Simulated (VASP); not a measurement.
Runs of VASP 6.6.1 on ZnO (zincite). The structure is hexagonal, space group P6_3mc (No. 186). Conventional cell: a = 3.249 Å, b = 3.249 Å, c = 5.206 Å, α = 90.00°, β = 90.00°, γ = 120.00°. Zn (site symmetry 3m) is surrounded by 4 O at 1.97 to 1.98 Å. O (site symmetry 3m) is surrounded by 4 Zn at 1.97 to 1.98 Å. 

| task | level | potentials or basis | cell | cutoff (eV) | gap on the mesh (eV) | pressure (GPa) | relaxed volume (Å³/atom) | largest force (eV/Å) |
| --- | --- | --- | --- | --- | --- | --- | --- | --- |
| relaxation of cell and atoms | LDA | VASP PAW LDA potentials, release 64 (Zn, O) | relaxed | 600 | 0.80 | 0.0 | (c) | - |
| band structure | PBE | VASP PAW PBE potentials, release 64 (Zn, O) | as given | 520 | (d) | 5.9 | - | 0.07 |
| band structure | TB-mBJ | VASP PAW PBE potentials, release 64 (Zn, O) | as given | 520 | 2.58 | - | - | - |
| relaxation of cell and atoms | PBE+D3(BJ) | VASP PAW PBE potentials, release 64 (Zn, O) | relaxed | 600 | 0.75 | 0.0 | (a) | 0.01 |
| relaxation of cell and atoms | r2SCAN | VASP PAW PBE potentials, release 64 (Zn, O) | relaxed | 600 | 1.23 | 0.0 | 11.87 | 0.01 |
| relaxation of cell and atoms | PBEsol | VASP PAW PBE potentials, release 64 (Zn, O) | relaxed | 600 | (b) | 0.0 | 11.84 | - |
| relaxation of cell and atoms | PBE | VASP PAW PBE potentials, release 64 (Zn, O) | relaxed | 600 | 0.72 | 0.1 | 12.39 | - |
| relaxation of cell and atoms | RPBE | VASP PAW PBE potentials, release 64 (Zn, O) | relaxed | 600 | 0.77 | -0.1 | 12.85 | 0.01 |

Alike in all rows: no spin polarisation; k mesh 9 × 9 × 5; smearing gaussian 0.03 eV.

Q: Fill in the values left out.

A: (a) 12.13; (b) 0.68; (c) 11.40; (d) 0.79.

Caveats: an odd mesh through Γ misses points on the zone boundary, where band edges often lie (some runs); the PAW data sets were made with another functional, which shifts forces and pressure a little (some runs).

Not every run made on this cell is shown here.
